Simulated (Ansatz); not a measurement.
# Convergence of Hf

```yaml
crystal:
  lattice:
    - [0.00000, 2.22000, 2.22000]
    - [2.22000, 0.00000, 2.22000]
    - [2.22000, 2.22000, 0.00000]
  atoms:
    - { symbol: Hf, position: [0.00000, 0.00000, 0.00000] }
```

The cell is COD entry 1534929, as deposited and not checked against the literature; nothing was relaxed.

Spin–orbit coupling is left out, though it moves levels of the heavy atoms by tenths of an eV or more.

All numbers below come from DFT, PBE, all-electron LAPW, scalar-relativistic (Ansatz 0.2.0).

Numerical set-up: a Γ-centred 16×16×16 k mesh, Fermi–Dirac smearing of 0.03 eV, basis error target 0.25 meV/atom, no spin polarisation. One setting is then changed at a time.

```tsv
k mesh	free energy less the base's (meV/atom)	P (GPa)	cutoff chosen (eV)
16×16×16 (base)	0.0	3.18	246
5×5×5	-52.1	3.27	246
8×8×8	9.6	3.31	246
12×12×12	-1.3	3.12	246
22×22×22	-2.1	3.21	246
```
